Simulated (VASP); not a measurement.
# NaH (Fm-3m) in VASP: single point with PBE

Aim: the single point of NaH with PBE.

Program: VASP 6.6.1. These are calculated values, not measurements. Logs are shortened: lines on timing, memory, paths and dates and some standing lists are left out, and cuts for length are marked.

### 1 The structure

The structure is cubic, space group Fm-3m (No. 225). The conventional cell has a = 4.880 Å, b = 4.880 Å, c = 4.880 Å, α = 90.00°, β = 90.00°, γ = 90.00°. Na (site symmetry m-3m) has 6 H at 2.44 Å as nearest neighbours. Around H (site symmetry m-3m) lie 6 Na at 2.44 Å.

### 2 Single point, PBE

File INCAR:

```
SYSTEM = NaH
PREC = Accurate
ENCUT = 520
EDIFF = 1E-6
ISMEAR = -1
SIGMA = 0.02
LREAL = .FALSE.
LASPH = .TRUE.
NELM = 80
ALGO = Fast
ISIF = 2
LWAVE = .FALSE.
LCHARG = .FALSE.
GGA = PE
NBANDS = 11
```

File KPOINTS:

```
Automatic mesh
0
G
  10 10 10
  0 0 0
```

File POSCAR:

```
NaH
1.0
    0.0000000000      2.4400000000      2.4400000000
    2.4400000000      0.0000000000      2.4400000000
    2.4400000000      2.4400000000      0.0000000000
Na H
1 1
Direct
    0.0000000000      0.0000000000      0.0000000000
    0.5000000000      0.5000000000      0.5000000000
```

Potentials or basis: VASP PAW PBE potentials, release 64 (Na_pv, H).

Command:

```bash
$ cat potpaw_PBE.64/Na_pv/POTCAR potpaw_PBE.64/H/POTCAR > POTCAR
$ mpirun -np 1 vasp_std > vasp.out
```

OUTCAR:

```text
SYSTEM = NaH
   PREC = Accurate
   ENCUT = 520
   EDIFF = 1E-6
   ISMEAR = -1
   LREAL = .FALSE.
   LASPH = .TRUE.
   NELM = 80
   ISIF = 2
   GGA = PE

 ion  position               nearest neighbor table
   1  0.000  0.000  0.000-
   2  0.500  0.500  0.500-

  LATTYP: Found a face centered cubic cell.
 ALAT       =     4.8800000000

  Lattice vectors:

 A1 = (   0.0000000000,   2.4400000000,   2.4400000000)
 A2 = (   2.4400000000,   0.0000000000,   2.4400000000)
 A3 = (   2.4400000000,   2.4400000000,   0.0000000000)

Analysis of symmetry for initial positions (statically):
=====================================================================
 Subroutine PRICEL returns:
 Original cell was already a primitive cell.

 Routine SETGRP: Setting up the symmetry group for a
 face centered cubic supercell.

 Subroutine GETGRP returns: Found 48 space group operations
 (whereof 48 operations were pure point group operations)
 out of a pool of 48 trial point group operations.

The static configuration has the point symmetry O_h .

Analysis of symmetry for dynamics (positions and initial velocities):
=====================================================================
 Subroutine PRICEL returns:
 Original cell was already a primitive cell.

 Routine SETGRP: Setting up the symmetry group for a
 face centered cubic supercell.

 Subroutine GETGRP returns: Found 48 space group operations
 (whereof 48 operations were pure point group operations)
 out of a pool of 48 trial point group operations.

The dynamic configuration has the point symmetry O_h .

 Subroutine INISYM returns: Found 48 space group operations
 (whereof 48 operations are pure point group operations),
 and found     1 'primitive' translations

----------------------------------------------------------------------------------------

                                     Primitive cell

  volume of cell :      29.0536

  direct lattice vectors                    reciprocal lattice vectors
     0.000000000  2.440000000  2.440000000    -0.204918033  0.204918033  0.204918033
     2.440000000  0.000000000  2.440000000     0.204918033 -0.204918033  0.204918033
     2.440000000  2.440000000  0.000000000     0.204918033  0.204918033 -0.204918033

  length of vectors
     3.450681092  3.450681092  3.450681092     0.354928444  0.354928444  0.354928444

  position of ions in fractional coordinates (direct lattice)
     0.000000000  0.000000000  0.000000000
     0.500000000  0.500000000  0.500000000

  ion indices of the primitive-cell ions
   primitive index   ion index
                 1           1
                 2           2

----------------------------------------------------------------------------------------

 KPOINTS: Automatic mesh

Automatic generation of k-mesh.
 Grid dimensions read from file:
 generate k-points for:   10   10   10

 Generating k-lattice:

  Cartesian coordinates                     Fractional coordinates (reciprocal lattice)
    -0.020491803  0.020491803  0.020491803     0.100000000  0.000000000  0.000000000
     0.020491803 -0.020491803  0.020491803     0.000000000  0.100000000  0.000000000
     0.020491803  0.020491803 -0.020491803     0.000000000  0.000000000  0.100000000

  Length of vectors
     0.035492844  0.035492844  0.035492844

  Shift w.r.t. Gamma in fractional coordinates (k-lattice)
     0.000000000  0.000000000  0.000000000

 Subroutine IBZKPT returns following result:
 ===========================================

 Found     47 irreducible k-points:

 Following reciprocal coordinates:
            Coordinates               Weight
  0.000000  0.000000  0.000000      1.000000
  0.100000  0.000000  0.000000      8.000000
  0.200000  0.000000  0.000000      8.000000
  0.300000  0.000000  0.000000      8.000000
  0.400000  0.000000  0.000000      8.000000
  0.500000  0.000000  0.000000      4.000000
[... 16 lines left out ...]
  0.300000  0.300000  0.000000      6.000000
  0.400000  0.300000  0.000000     24.000000
 [... further k-points ...]
   k-points           NKPTS =     47   k-points in BZ     NKDIM =     47   number of bands    NBANDS=     11
   number of dos      NEDOS =    301   number of ions     NIONS =      2
   total plane-waves  NPLWV =  21952
   dimension x,y,z NGX =    28 NGY =   28 NGZ =   28
   dimension x,y,z NGXF=    56 NGYF=   56 NGZF=   56
   ions per type =               1   1
   NGX,Y,Z   is equivalent  to a cutoff of  13.49, 13.49, 13.49 a.u.
   NGXF,Y,Z  is equivalent  to a cutoff of  26.98, 26.98, 26.98 a.u.
 SYSTEM =  NaH
   PREC   = accura    normal or accurate (medium, high low for compatibility)
   ISTART =      0    job   : 0-new  1-cont  2-samecut
   ICHARG =      2    charge: 1-file 2-atom 10-const
   ISPIN  =      1    spin polarized calculation?
   LNONCOLLINEAR =      F non collinear calculations
   LSORBIT =      F    spin-orbit coupling
   LASPH  =      T    aspherical Exc in radial PAW
   ENCUT  =  520.0 eV  38.22 Ry    6.18 a.u.   6.42  6.42  6.42*2*pi/ulx,y,z
   NELM   =     80;   NELMIN=  2; NELMDL= -5     # of ELM steps
   EDIFF  = 0.1E-05   stopping-criterion for ELM
   LREAL  =      F    real-space projection
   EDIFFG = 0.1E-04   stopping-criterion for IOM
   NSW    =      0    number of steps for IOM
   IBRION =     -1    ionic relax: 0-MD 1-quasi-New 2-CG
   NFREE  =      0    steps in history (QN), initial steepest desc. (CG)
   ISIF   =      2    stress and relaxation
   ISYM   =      2    0-nonsym 1-usesym 2-fastsym
   POTIM  = 0.5000    time-step for ionic-motion
   TEBEG  =    0.0;   TEEND  =   0.0 temperature during run
   PSTRESS=    0.0 pullay stress
   NELECT =       8.0000    total number of electrons
   NUPDOWN=      -1.0000    fix difference up-down
   EMIN   =  10.00;   EMAX   =-10.00  energy-range for DOS
   EFERMI =   0.00;   METHOD = LEGACY
   ISMEAR =    -1;   SIGMA  =   0.02  broadening in eV -4-tet -1-fermi 0-gaus
   EFERMI_NEDOS =   21; number of points for ismear=-14 and -15
   IALGO  =     68    algorithm
   IMIX   =      4    mixing-type and parameters
     AMIX     =   0.40;   BMIX     =  1.00
     AMIX_MAG =   1.60;   BMIX_MAG =  1.00
  volume/ion in A,a.u.               =      14.53        98.03
  Fermi-wavevector in a.u.,A,eV,Ry     =   1.065054  2.012660 15.433636  1.134340
  Thomas-Fermi vector in A             =   2.200593
   LORBIT       =      0    0 simple, 1 ext, 2 COOP (PROOUT), +10 PAW based schemes
   GGA     = PE    functional components
   LHFCALC =     F    Hartree Fock is set to
   AEXX    =    0.0000 exact exchange contribution
   IVDW    =     0    specifies the selected vdW correction
   LEPSILON=     F    determine dielectric tensor
   LRPA    =     F    only Hartree local field effects (RPA)
 non-spin polarized calculation
 RMM-DIIS sequential band-by-band and
  energy-cutoff  :      520.00
  volume of cell :       29.05
 maximum number of plane-waves:       801
 NGX is ok and might be reduce to    28
   NGX = 13   NGY = 13   NGZ = 13

 number of electron       8.0000008 magnetization

 Free energy of the ion-electron system (eV)
  ---------------------------------------------------
  ext. energy  EPLUGINS =         0.00000000
  ---------------------------------------------------
  free energy    TOTEN  =        -5.08604195 eV

  energy without entropy =       -5.08604195  energy(sigma->0) =       -5.08604195

 E-fermi :  -0.7802     XC(G=0):  -7.6723

 val. band max:       -1.2219655545   @ k =  -0.3000   0.5000   0.2000
 cond. band min:       2.5067056074   @ k =   0.5000   0.0000   0.0000
 fundamental gap:      3.7286711618
 Fermi energy:        -0.7801858737

 k-point     1 :       0.0000    0.0000    0.0000
  band No.  band energies     occupation
      1     -23.3599      2.00000
      2     -23.3598      2.00000
      3     -23.3598      2.00000
      4      -4.7405      2.00000
      5       8.9585      0.00000
      6      14.1802      0.00000
      7      14.1802      0.00000
      8      14.1802      0.00000
      9      14.9678      0.00000
     10      14.9678      0.00000
     11      14.9678      0.00000

 k-point     2 :       0.1000    0.0000    0.0000
  band No.  band energies     occupation
      1     -23.3681      2.00000
      2     -23.3608      2.00000
      3     -23.3608      2.00000
      4      -4.5723      2.00000
      5       8.4203      0.00000
      6      12.0694      0.00000
      7      13.5498      0.00000
      8      13.5498      0.00000
      9      15.7470      0.00000
     10      15.7471      0.00000
     11      15.8759      0.00000

 k-point     3 :       0.2000    0.0000    0.0000
  band No.  band energies     occupation
      1     -23.3894      2.00000
      2     -23.3634      2.00000
      3     -23.3634      2.00000
      4      -4.0834      2.00000
      5       6.8637      0.00000
      6      10.5506      0.00000
      7      12.8601      0.00000
      8      12.8601      0.00000
      9      16.2182      0.00000
     10      16.2182      0.00000
     11      16.8345      0.00000

 k-point     4 :       0.3000    0.0000    0.0000
  band No.  band energies     occupation
      1     -23.4154      2.00000
      2     -23.3666      2.00000
      3     -23.3666      2.00000
      4      -3.3332      2.00000
      5       4.9045      0.00000
      6       9.8224      0.00000
      7      12.3737      0.00000
      8      12.3737      0.00000
      9      15.5952      0.00000
     10      15.5952      0.00000
     11      17.4798      0.00000
[... 239 lines left out ...]
 k-point    22 :      -0.2000    0.2000    0.0000
  band No.  band energies     occupation
      1     -23.4112      2.00000
      2     -23.3819      2.00000
      3     -23.3662      2.00000
      4      -3.0989      2.00000
      5       5.3712      0.00000
      6       7.3823      0.00000
      7      12.4934      0.00000
      8      12.6216      0.00000
      9      16.1753      0.00000
     10      16.7674      0.00000
     11      17.2188      0.00000

 k-point    23 :       0.3000    0.3000    0.0000
  band No.  band energies     occupation
      1     -23.4113      2.00000
      2     -23.3787      2.00000
      3     -23.3787      2.00000
      4      -2.9232      2.00000
      5       5.3566      0.00000
      6       9.7163      0.00000
      7      10.0991      0.00000
      8      10.0991      0.00000
      9      12.2183      0.00000
     10      18.9986      0.00000
     11      21.3853      0.00000

 k-point    24 :       0.4000    0.3000    0.0000
  band No.  band energies     occupation
      1     -23.4219      2.00000
      2     -23.3845      2.00000
      3     -23.3820      2.00000
      4      -2.3207      2.00000
      5       4.5618      0.00000
      6       7.9236      0.00000
      7       9.8344      0.00000
      8      10.6030      0.00000
      9      12.3931      0.00000
     10      19.3833      0.00000
     11      20.8973      0.00000

 [... further k-points ...]
[... 5 lines left out ...]
  --------------------------------------------------------------------------------------
  -------------------------------------------------------------------------------------
  Total       -0.1236631     -0.1236631     -0.1236631      0.0000000     -0.0000000      0.0000000
  in kB       -6.8194805     -6.8194805     -6.8194805      0.0000000     -0.0000000      0.0000000
  external PRESSURE =      -6.8194805 kB  Pullay stress =       0.0000000 kB

 VOLUME and BASIS-vectors are now :
 -----------------------------------------------------------------------------
  energy-cutoff  :      520.00
  volume of cell :       29.05
      direct lattice vectors                 reciprocal lattice vectors
     0.000000000  2.440000000  2.440000000    -0.204918033  0.204918033  0.204918033
     2.440000000  0.000000000  2.440000000     0.204918033 -0.204918033  0.204918033
     2.440000000  2.440000000  0.000000000     0.204918033  0.204918033 -0.204918033

 POSITION                                       TOTAL-FORCE (eV/Angst)
 -----------------------------------------------------------------------------------
      0.00000      0.00000      0.00000        -0.000000      0.000000     -0.000000
      2.44000      2.44000      2.44000         0.000000      0.000000      0.000000
 -----------------------------------------------------------------------------------
    total drift:                               -0.000000     -0.000000     -0.000000

  FREE ENERGIE OF THE ION-ELECTRON SYSTEM (eV)
  ---------------------------------------------------
  free  energy   TOTEN  =        -5.0860419498 eV

  energy  without entropy=       -5.0860419498  energy(sigma->0) =       -5.08604195
```

Run time: 12 s. Hardware: 1 thread of Intel Xeon Platinum 8488C (Sapphire Rapids), shared host; peak memory 0.15 GiB.

What came out:

| Property | Result |
| --- | --- |
| Free energy | -5.0860 eV |
| Pressure | -0.7 GPa |
| Band gap on the k mesh | 3.73 eV, indirect (least direct gap 4.55 eV) |

Levels at points of the mesh, in eV from the valence-band top:
| k point | band 1 | band 2 | band 3 | band 4 | band 5 | band 6 | band 7 | band 8 |
| --- | --- | --- | --- | --- | --- | --- | --- | --- |
| (0.00, 0.00, 0.00) | -22.14 | -22.14 | -22.14 | -3.52 | 10.18 | 15.40 | 15.40 | 15.40 |
| (0.50, 0.00, 0.00) | -22.22 | -22.15 | -22.15 | -0.82 | 3.73 | 10.60 | 13.22 | 13.22 |
| (0.50, 0.50, 0.00) | -22.21 | -22.17 | -22.17 | -0.15 | 4.60 | 9.94 | 10.51 | 10.51 |

A k mesh can miss the band edges. Expect the measured gap to be larger: semilocal functionals such as PBE lack the derivative discontinuity.
